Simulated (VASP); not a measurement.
# AlN (P6_3mc) in VASP: a series of runs

Aim: see how the results for AlN move with the level of theory and the settings. Levels: PBEsol, r2SCAN. Tasks: relaxation of cell and atoms.

All numbers are computed with VASP 6.6.1; they aren't measurements. Logs are shortened: lines on timing, memory, paths and dates and some standing lists are left out, and cuts for length are marked.

### Step 1. The structure

It takes space group P6_3mc (No. 186, hexagonal). Conventional cell: a = 3.113 Å, b = 3.113 Å, c = 4.981 Å, α = 90.00°, β = 90.00°, γ = 120.00°. Al (site symmetry 3m) has 4 N at 1.89 Å as nearest neighbours. N (site symmetry 3m) is surrounded by 4 Al at 1.89 Å.

### Step 2. Relaxation of cell and atoms, PBEsol

The input, INCAR:

```
SYSTEM = AlN
PREC = Accurate
ENCUT = 600
EDIFF = 1E-6
ISMEAR = 0
SIGMA = 0.03
LREAL = .FALSE.
LASPH = .TRUE.
NELM = 80
ALGO = Normal
ISIF = 3
LWAVE = .FALSE.
LCHARG = .FALSE.
GGA = PS
IBRION = 2
NSW = 90
EDIFFG = -0.01
```

The input, KPOINTS:

```
Automatic mesh
0
G
  12 12 6
  0 0 0
```

The input, POSCAR:

```
AlN
1.0
    3.1130000000      0.0000000000      0.0000000000
   -1.5565000000      2.6959370820      0.0000000000
    0.0000000000      0.0000000000      4.9810000000
Al N
2 2
Direct
    0.3333333333      0.6666666667      0.0000000000
    0.6666666667      0.3333333333      0.5000000000
    0.3333333333      0.6666666667      0.3800000000
    0.6666666667      0.3333333333      0.8800000000
```

Potentials or basis: VASP PAW PBE potentials, release 64 (Al, N).

Started as:

```bash
$ cat potpaw_PBE.64/Al/POTCAR potpaw_PBE.64/N/POTCAR > POTCAR
$ mpirun -np 1 vasp_std > vasp.out
```

OUTCAR:

```text
SYSTEM = AlN
   PREC = Accurate
   ENCUT = 600
   EDIFF = 1E-6
   ISMEAR = 0
   LREAL = .FALSE.
   LASPH = .TRUE.
   NELM = 80
   ISIF = 3
   GGA = PS
   IBRION = 2
   NSW = 90
   EDIFFG = -0.01

 ion  position               nearest neighbor table
   1  0.333  0.667  0.000-   3 1.89   4 1.89   4 1.89   4 1.89   2 3.07   2 3.07   2 3.07   2 3.07
                             2 3.07   2 3.07
   2  0.667  0.333  0.500-   4 1.89   3 1.89   3 1.89   3 1.89   1 3.07   1 3.07   1 3.07   1 3.07
                             1 3.07   1 3.07
   3  0.333  0.667  0.380-   1 1.89   2 1.89   2 1.89   2 1.89
   4  0.667  0.333  0.880-   2 1.89   1 1.89   1 1.89   1 1.89

  LATTYP: Found a hexagonal cell.
 ALAT       =     3.1130000000
 C/A-ratio  =     1.6000642467

  Lattice vectors:

 A1 = (   3.1130000000,   0.0000000000,   0.0000000000)
 A2 = (  -1.5565000000,   2.6959370820,   0.0000000000)
 A3 = (   0.0000000000,   0.0000000000,   4.9810000000)

Analysis of symmetry for initial positions (statically):
=====================================================================
 Subroutine PRICEL returns:
 Original cell was already a primitive cell.

 Routine SETGRP: Setting up the symmetry group for a
 hexagonal supercell.

 Subroutine GETGRP returns: Found 12 space group operations
 (whereof  6 operations were pure point group operations)
 out of a pool of 24 trial point group operations.

The static configuration has the point symmetry C_3v.
 The point group associated with its full space group is C_6v.

Analysis of symmetry for dynamics (positions and initial velocities):
=====================================================================
 Subroutine PRICEL returns:
 Original cell was already a primitive cell.

 Routine SETGRP: Setting up the symmetry group for a
 hexagonal supercell.

 Subroutine GETGRP returns: Found 12 space group operations
 (whereof  6 operations were pure point group operations)
 out of a pool of 24 trial point group operations.

The dynamic configuration has the point symmetry C_3v.
 The point group associated with its full space group is C_6v.

 Subroutine INISYM returns: Found 12 space group operations
 (whereof  6 operations are pure point group operations),
 and found     1 'primitive' translations

----------------------------------------------------------------------------------------

                                     Primitive cell

  volume of cell :      41.8028

  direct lattice vectors                    reciprocal lattice vectors
     3.113000000  0.000000000  0.000000000     0.321233537  0.185464269  0.000000000
[... 112 lines left out ...]
  Fermi-wavevector in a.u.,A,eV,Ry     =   1.188629  2.246183 19.222843  1.412839
  Thomas-Fermi vector in A             =   2.324754
   LORBIT       =      0    0 simple, 1 ext, 2 COOP (PROOUT), +10 PAW based schemes
   GGA     = PS    functional components
   LHFCALC =     F    Hartree Fock is set to
   AEXX    =    0.0000 exact exchange contribution
   IVDW    =     0    specifies the selected vdW correction
   LEPSILON=     F    determine dielectric tensor
   LRPA    =     F    only Hartree local field effects (RPA)
 conjugate gradient relaxation of ions
 non-spin polarized calculation
 Gauss-broadening in eV      SIGMA  =   0.03
  energy-cutoff  :      600.00
  volume of cell :       41.80
 maximum number of plane-waves:      1412
 NGX is ok and might be reduce to    28
   NGX = 13   NGY = 13   NGZ = 19

--------------------------------------- Ionic step        1  -------------------------------------------

 number of electron      16.0000000 magnetization

 Free energy of the ion-electron system (eV)
  ---------------------------------------------------
  ext. energy  EPLUGINS =         0.00000000
  ---------------------------------------------------
  free energy    TOTEN  =       -31.31436159 eV

  energy without entropy =      -31.31436159  energy(sigma->0) =      -31.31436159

------------------------ aborting loop because EDIFF is reached ----------------------------------------

  FORCE on cell =-STRESS in cart. coord.  units (eV):
  Direction    XX          YY          ZZ          XY          YZ          ZX
  --------------------------------------------------------------------------------------
  -------------------------------------------------------------------------------------
  Total       -0.1199916     -0.1199916      0.2711606      0.0000000     -0.0000000      0.0000000
  in kB       -4.5989220     -4.5989220     10.3927817      0.0000000     -0.0000000      0.0000000
  external PRESSURE =       0.3983125 kB  Pullay stress =       0.0000000 kB
[... 177 lines left out ...]
--------------------------------------- Ionic step        6  -------------------------------------------

 number of electron      15.9999999 magnetization

 Free energy of the ion-electron system (eV)
  ---------------------------------------------------
  ext. energy  EPLUGINS =         0.00000000
  ---------------------------------------------------
  free energy    TOTEN  =       -31.31569257 eV

  energy without entropy =      -31.31569257  energy(sigma->0) =      -31.31569257

 E-fermi :   6.2113     XC(G=0): -11.1048

 val. band max:        6.0635553065   @ k =   0.0000   0.0000   0.0000
 cond. band min:      10.1847279192   @ k =   0.0000   0.0000   0.0000
 fundamental gap:      4.1211726126
 Fermi energy:         6.2112579472

 k-point     1 :       0.0000    0.0000    0.0000
  band No.  band energies     occupation
      1      -9.1072      2.00000
      2      -6.9228      2.00000
      3       0.0069      2.00000
      4       5.1827      2.00000
      5       5.1827      2.00000
      6       5.8377      2.00000
      7       5.8377      2.00000
      8       6.0636      2.00000
      9      10.1847      0.00000
     10      12.6178      0.00000
     11      16.5653      0.00000
     12      17.0875      0.00000
[... 331 lines left out ...]
 k-point    24 :       0.3333    0.0000    0.1667
  band No.  band energies     occupation
      1      -7.7663      2.00000
      2      -6.5102      2.00000
      3       1.1007      2.00000
      4       2.0795      2.00000
      5       2.6908      2.00000
      6       4.2656      2.00000
      7       5.2605      2.00000
      8       5.3931      2.00000
      9      11.7915      0.00000
     10      12.5873      0.00000
     11      14.4547      0.00000
     12      16.1278      0.00000

 [... further k-points ...]
[... 5 lines left out ...]
  --------------------------------------------------------------------------------------
  -------------------------------------------------------------------------------------
  Total        0.0201304      0.0201304      0.0265649      0.0000000     -0.0000000      0.0000000
  in kB        0.7717020      0.7717020      1.0183695      0.0000000     -0.0000000      0.0000000
  external PRESSURE =       0.8539245 kB  Pullay stress =       0.0000000 kB
[... 19 lines left out ...]
  FREE ENERGIE OF THE ION-ELECTRON SYSTEM (eV)
  ---------------------------------------------------
  free  energy   TOTEN  =       -31.3156925723 eV

  energy  without entropy=      -31.3156925723  energy(sigma->0) =      -31.31569257

 reached required accuracy - stopping structural energy minimisation
```

CONTCAR:

```text
AlN
   1.00000000000000
     3.1127044167836244    0.0000000000000000    0.0000000000000000
    -1.5563522083918122    2.6956810994256806   -0.0000000000000000
    -0.0000000000000000    0.0000000000000000    4.9808959604405425
  Al              N
     2     2
Direct
     0.3333333332999970    0.6666666667000030    0.9989884320244055
     0.6666666667000030    0.3333333332999970    0.4989884320244056
     0.3333333332999970    0.6666666667000030    0.3810115679755970
     0.6666666667000030    0.3333333332999970    0.8810115679755971

  0.00000000E+00  0.00000000E+00  0.00000000E+00
  0.00000000E+00  0.00000000E+00  0.00000000E+00
  0.00000000E+00  0.00000000E+00  0.00000000E+00
  0.00000000E+00  0.00000000E+00  0.00000000E+00
```

Wall time 53 s (1 thread of Intel Xeon 6975P-C (Granite Rapids), shared host); peak memory 0.19 GiB.

What came out:

```yaml
Free_energy: -31.3157 eV
Relaxed_volume: 10.45 Å³/atom
Relaxed_cell: a = 3.113 Å, b = 3.113 Å, c = 4.981 Å, α = 90.00°, β = 90.00°, γ = 120.00°
Space_group_after_relaxing_to_0.05_Å: P6_3mc (No. 186)
Energy_gained_by_relaxing: 0.3 meV/atom
Ionic_steps: 6
Pressure_after_relaxing: 0.1 GPa
Band_gap_on_the_k_mesh: 4.12 eV, direct
```

The path:
```csv
step,energy change (eV),largest force (eV/Å),pressure (GPa),volume (Å³)
1,0.0000,0.1321,0.04,41.80
2,-0.0003,0.0871,0.02,41.82
3,-0.0012,0.0143,0.05,41.81
4,-0.0013,0.0063,-0.06,41.83
5,-0.0013,0.0013,-0.12,41.84
6,-0.0013,0.0005,0.09,41.79
```

Final structure:
```
Al N
1.0
     3.11270    0.00000    0.00000
    -1.55635    2.69568    0.00000
     0.00000    0.00000    4.98090
Al N
2 2
Direct
  0.33333 0.66667 0.99899
  0.66667 0.33333 0.49899
  0.33333 0.66667 0.38101
  0.66667 0.33333 0.88101
```

Caveat: the PAW data sets were made with another functional, which shifts forces and pressure a little. A k mesh can miss the band edges.

### Step 3. Relaxation of cell and atoms, PBEsol

INCAR, as its differences from that of step 2:

```diff
@@ -3,3 +3,3 @@
 ENCUT = 600
-EDIFF = 1E-6
+EDIFF = 1E-7
 ISMEAR = 0
@@ -16,2 +16,2 @@
 NSW = 90
-EDIFFG = -0.01
+EDIFFG = -0.005
```

KPOINTS is that of step 2.

The input, POSCAR:

```
AlN                                     
1.0
    3.1127044168      0.0000000000      0.0000000000
   -1.5563522084      2.6956810994     -0.0000000000
   -0.0000000000      0.0000000000      4.9808959604
  Al              N             
     2     2
Direct
     0.3333333332999970    0.6666666667000030    0.9989884320244055
     0.6666666667000030    0.3333333332999970    0.4989884320244056
     0.3333333332999970    0.6666666667000030    0.3810115679755970
     0.6666666667000030    0.3333333332999970    0.8810115679755971
```

Potentials or basis: VASP PAW PBE potentials, release 64 (Al, N).

Started as:

```bash
$ cat potpaw_PBE.64/Al/POTCAR potpaw_PBE.64/N/POTCAR > POTCAR
$ mpirun -np 1 vasp_std > vasp.out
```

OUTCAR:

```text
SYSTEM = AlN
   PREC = Accurate
   ENCUT = 600
   EDIFF = 1E-7
   ISMEAR = 0
   LREAL = .FALSE.
   LASPH = .TRUE.
   NELM = 80
   ISIF = 3
   GGA = PS
   IBRION = 2
   NSW = 90
   EDIFFG = -0.005

 ion  position               nearest neighbor table
   1  0.333  0.667  0.999-   4 1.89   4 1.89   4 1.89   3 1.90   2 3.07   2 3.07   2 3.07   2 3.07
                             2 3.07   2 3.07
   2  0.667  0.333  0.499-   3 1.89   3 1.89   3 1.89   4 1.90   1 3.07   1 3.07   1 3.07   1 3.07
                             1 3.07   1 3.07
   3  0.333  0.667  0.381-   2 1.89   2 1.89   2 1.89   1 1.90
   4  0.667  0.333  0.881-   1 1.89   1 1.89   1 1.89   2 1.90

  LATTYP: Found a hexagonal cell.
 ALAT       =     3.1127044168
 C/A-ratio  =     1.6001827650

  Lattice vectors:

 A1 = (   3.1127044168,   0.0000000000,   0.0000000000)
[... 277 lines left out ...]
 fundamental gap:      4.1173315736
 Fermi energy:         6.2065117791

 k-point     1 :       0.0000    0.0000    0.0000
  band No.  band energies     occupation
      1      -9.1088      2.00000
      2      -6.9262      2.00000
      3       0.0046      2.00000
      4       5.1786      2.00000
      5       5.1786      2.00000
      6       5.8334      2.00000
      7       5.8334      2.00000
      8       6.0592      2.00000
      9      10.1765      0.00000
     10      12.6103      0.00000
     11      16.5572      0.00000
     12      17.0806      0.00000
[... 331 lines left out ...]
 k-point    24 :       0.3333    0.0000    0.1667
  band No.  band energies     occupation
      1      -7.7687      2.00000
      2      -6.5136      2.00000
      3       1.0980      2.00000
      4       2.0761      2.00000
      5       2.6872      2.00000
      6       4.2619      2.00000
      7       5.2564      2.00000
      8       5.3888      2.00000
      9      11.7853      0.00000
     10      12.5815      0.00000
     11      14.4469      0.00000
     12      16.1201      0.00000

 [... further k-points ...]
[... 5 lines left out ...]
  --------------------------------------------------------------------------------------
  -------------------------------------------------------------------------------------
  Total       -0.0006335     -0.0006335      0.0031486      0.0000000      0.0000000      0.0000000
  in kB       -0.0242763     -0.0242763      0.1206485      0.0000000      0.0000000      0.0000000
  external PRESSURE =       0.0240319 kB  Pullay stress =       0.0000000 kB
[... 19 lines left out ...]
  FREE ENERGIE OF THE ION-ELECTRON SYSTEM (eV)
  ---------------------------------------------------
  free  energy   TOTEN  =       -31.3156913403 eV

  energy  without entropy=      -31.3156913403  energy(sigma->0) =      -31.31569134

 reached required accuracy - stopping structural energy minimisation
```

CONTCAR:

```text
AlN
   1.00000000000000
     3.1131018734368965    0.0000000000000000   -0.0000000000000000
    -1.5565509367184482    2.6960253069444464    0.0000000000000000
    -0.0000000000000000    0.0000000000000000    4.9818131038661200
  Al              N
     2     2
Direct
     0.3333333332999970    0.6666666667000030    0.9989855796471589
     0.6666666667000030    0.3333333332999970    0.4989855796471589
     0.3333333332999970    0.6666666667000030    0.3810144203528436
     0.6666666667000030    0.3333333332999970    0.8810144203528436

  0.00000000E+00  0.00000000E+00  0.00000000E+00
  0.00000000E+00  0.00000000E+00  0.00000000E+00
  0.00000000E+00  0.00000000E+00  0.00000000E+00
  0.00000000E+00  0.00000000E+00  0.00000000E+00
```

Run time: 35 s. Hardware: 1 thread of Intel Xeon 6975P-C (Granite Rapids), shared host; peak memory 0.19 GiB.

Results:

```yaml
Free_energy: -31.3157 eV
Relaxed_volume: 10.45 Å³/atom
Relaxed_cell: a = 3.113 Å, b = 3.113 Å, c = 4.982 Å, α = 90.00°, β = 90.00°, γ = 120.00°
Space_group_after_relaxing_to_0.05_Å: P6_3mc (No. 186)
Energy_gained_by_relaxing: 0.0 meV/atom
Ionic_steps: 3
Pressure_after_relaxing: 0.0 GPa
Band_gap_on_the_k_mesh: 4.12 eV, direct
```

Final structure:
```
Al N
1.0
     3.11310    0.00000    0.00000
    -1.55655    2.69603    0.00000
     0.00000    0.00000    4.98181
Al N
2 2
Direct
  0.33333 0.66667 0.99899
  0.66667 0.33333 0.49899
  0.33333 0.66667 0.38101
  0.66667 0.33333 0.88101
```

Caveat: the PAW data sets were made with another functional, which shifts forces and pressure a little.

### Step 4. Relaxation of cell and atoms, r2SCAN

The input, INCAR:

```
SYSTEM = AlN
ALGO = Normal
EDIFF = 1E-6
EDIFFG = -0.01
ENCUT = 600
IBRION = 2
ISIF = 3
ISMEAR = 0
LASPH = .TRUE.
LCHARG = .FALSE.
LMIXTAU = .TRUE.
LREAL = .FALSE.
LWAVE = .FALSE.
METAGGA = R2SCAN
NELM = 80
NSW = 90
PREC = Accurate
SIGMA = 0.03
```

The input, KPOINTS:

```
k-points
0
G
  12 12 6
  0 0 0
```

The input, POSCAR:

```
AlN
1.0
    3.1130000000      0.0000000000      0.0000000000
   -1.5565000000      2.6959370820      0.0000000000
    0.0000000000      0.0000000000      4.9810000000
Al N
2 2
Direct
    0.3333333333      0.6666666667      0.0000000000
    0.6666666667      0.3333333333      0.5000000000
    0.3333333333      0.6666666667      0.3800000000
    0.6666666667      0.3333333333      0.8800000000
```

Started as:

```bash
$ cat potpaw_PBE.64/Al/POTCAR potpaw_PBE.64/N/POTCAR > POTCAR
$ mpirun -np 1 vasp_std > vasp.out
```

Wall time 12 min (1 thread of Intel Xeon Platinum 8375C at 2.90GHz (Ice Lake), shared host); peak memory 0.21 GiB.

Results (log left out):

- Free energy: -38.4559 eV
- Relaxed volume: 10.39 Å³/atom
- Relaxed cell: a = 3.104 Å, b = 3.104 Å, c = 4.978 Å, α = 90.00°, β = 90.00°, γ = 120.00°
- Space group after relaxing (to 0.05 Å): P6_3mc (No. 186)
- Energy gained by relaxing: 0.5 meV/atom
- Ionic steps: 6
- Pressure after relaxing: 0.0 GPa
- Largest force after relaxing: 0.004 eV/Å
- Band gap on the k mesh: 4.94 eV, direct

Forces on the atoms (eV/Å):
```
Al   0.000  0.000 -0.004
Al   0.000  0.000 -0.004
N    0.000  0.000  0.004
N    0.000  0.000  0.004
```

Stress tensor (GPa, compression positive):
```
 0.09  0.00  0.00
 0.00  0.09  0.00
 0.00  0.00 -0.07
```

Step by step:
```tsv
step	energy change (eV)	largest force (eV/Å)	pressure (GPa)	volume (Å³)
1	0.0000	0.1251	-1.25	41.80
2	0.0001	0.0987	1.29	41.31
3	-0.0021	0.0151	-0.03	41.56
4	-0.0021	0.0120	-0.01	41.55
5	-0.0021	0.0101	0.02	41.55
6	-0.0022	0.0039	0.04	41.54
```

Final structure:
```
CELL_PARAMETERS angstrom
3.10440 0.00000 0.00000
-1.55220 2.68849 0.00000
0.00000 0.00000 4.97773
ATOMIC_POSITIONS crystal
Al 0.33333 0.66667 0.99926
Al 0.66667 0.33333 0.49926
N 0.33333 0.66667 0.38074
N 0.66667 0.33333 0.88074
```

Levels at points of the mesh, in eV from the valence-band top:
```tsv
k point	band 6	band 7	band 8	band 9	band 10	band 11
(0.00, 0.00, 0.00)	-0.22	-0.22	0.00	4.94	7.56	11.63
(0.50, 0.00, 0.00)	-2.13	-1.77	-0.70	6.45	6.58	9.07
(0.00, 0.00, 0.50)	-0.56	-0.56	-0.56	7.28	7.28	11.33
(0.50, 0.00, 0.50)	-1.49	-1.39	-1.39	6.01	6.01	10.16
```

Caveat: the PAW data sets were made with another functional, which shifts forces and pressure a little. A k mesh can miss the band edges.

### Step 5. Relaxation of cell and atoms, r2SCAN

This run uses another cell than the first one, of 10.39 Å³/atom, 0.994 times its volume.

INCAR, as its differences from that of step 4:

```diff
@@ -2,4 +2,4 @@
 ALGO = Normal
-EDIFF = 1E-6
-EDIFFG = -0.01
+EDIFF = 1E-7
+EDIFFG = -0.005
 ENCUT = 600
```

KPOINTS is that of step 4.

The input, POSCAR:

```
AlN                                     
1.0
    3.1044035650      0.0000000000     -0.0000000000
   -1.5522017825      2.6884923509      0.0000000000
    0.0000000000     -0.0000000000      4.9777328379
  Al              N             
     2     2
Direct
     0.3333333332999970    0.6666666667000030    0.9992570489196196
     0.6666666667000030    0.3333333332999970    0.4992570489196196
     0.3333333332999970    0.6666666667000030    0.3807429510803829
     0.6666666667000030    0.3333333332999970    0.8807429510803829
```

Started as:

```bash
$ cat potpaw_PBE.64/Al/POTCAR potpaw_PBE.64/N/POTCAR > POTCAR
$ mpirun -np 1 vasp_std > vasp.out
```

Run time: 6.3 min. Hardware: 1 thread of Intel Xeon Platinum 8375C at 2.90GHz (Ice Lake), shared host; peak memory 0.21 GiB.

Results (log left out):

- Free energy: -38.4558 eV
- Relaxed volume: 10.39 Å³/atom
- Relaxed cell: a = 3.105 Å, b = 3.105 Å, c = 4.977 Å, α = 90.00°, β = 90.00°, γ = 120.00°
- Space group after relaxing (to 0.05 Å): P6_3mc (No. 186)
- Energy gained by relaxing: 0.0 meV/atom
- Ionic steps: 2
- Pressure after relaxing: 0.0 GPa
- Largest force after relaxing: 0.005 eV/Å
- Band gap on the k mesh: 4.93 eV, direct

Forces on the atoms (eV/Å):
```
Al   0.000  0.000 -0.005
Al   0.000  0.000 -0.005
N    0.000  0.000  0.005
N    0.000  0.000  0.005
```

Final structure:
```
Al N
1.0
     3.10531    0.00000    0.00000
    -1.55265    2.68928    0.00000
     0.00000    0.00000    4.97661
Al N
2 2
Cartesian
  0.0000 1.7929 4.9727
  1.5527 0.8964 2.4844
  0.0000 1.7929 1.8950
  1.5527 0.8964 4.3833
```

Levels at points of the mesh, in eV from the valence-band top:
```csv
k point,band 4,band 5,band 6,band 7,band 8,band 9,band 10,band 11,band 12
"(0.00, 0.00, 0.00)",-0.88,-0.88,-0.22,-0.22,0.00,4.93,7.55,11.63,12.06
"(0.50, 0.00, 0.00)",-4.22,-3.39,-2.14,-1.77,-0.71,6.45,6.57,9.07,11.27
"(0.00, 0.00, 0.50)",-3.38,-0.56,-0.56,-0.56,-0.56,7.27,7.27,11.33,11.33
"(0.50, 0.00, 0.50)",-5.67,-1.50,-1.50,-1.39,-1.39,6.00,6.00,10.16,10.16
```

Caveat: the PAW data sets were made with another functional, which shifts forces and pressure a little. r2SCAN opens gaps a little over a GGA but as a rule still falls short of measured ones.
